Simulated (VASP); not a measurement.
Na: single point with PBE

The system is Na, a slab with vacuum.

```
CELL_PARAMETERS angstrom
3.76700 0.00000 0.00000
-1.88350 3.26232 0.00000
0.00000 0.00000 21.15400
ATOMIC_POSITIONS crystal
Na 0.33333 0.66667 0.35454
Na 0.66667 0.33333 0.50000
Na 0.33333 0.66667 0.64546
```

The slab is cut from a database's or a generator's crystal, which needn't be the stable form of the element.

The cell isn't the ideal one: the (0 0 1) slab of Na, cut from the database cell, not relaxed.

```
Program                : VASP 6.6.1
Task                   : single point
Functional             : PBE
Potentials or basis    : VASP PAW PBE potentials, release 64 (Na_pv)
Cutoff                 : 520 eV
k mesh                 : 8 × 8 × 1
Occupations            : fermi-dirac, width 0.05 eV
Spin                   : no spin polarisation
Dipole correction      : yes
Further INCAR settings : ALGO = Normal; EDIFF = 1e-07; NBANDS = 18
```

The largest force is 0.041 eV/Å. The band gap on the k mesh is none (metal or under the smearing width).

Forces on the atoms (eV/Å):
```
Na   0.000  0.000  0.041
Na   0.000  0.000  0.000
Na   0.000  0.000 -0.041
```

Levels at points of the mesh, in eV from the Fermi level:
```csv
k point,band 8,band 9,band 10,band 11,band 12,band 13,band 14,band 15
"(0.00, 0.00, 0.00)",-24.86,-24.86,-2.88,-2.05,-0.70,0.69,2.09,3.05
"(0.50, 0.00, 0.00)",-24.87,-24.86,0.57,0.70,1.23,1.71,2.71,2.92
```

It took 26 s on 1 thread of AMD EPYC 9R45 96-Core Processor (Zen 5), on a shared host, peak memory 0.31 GiB.
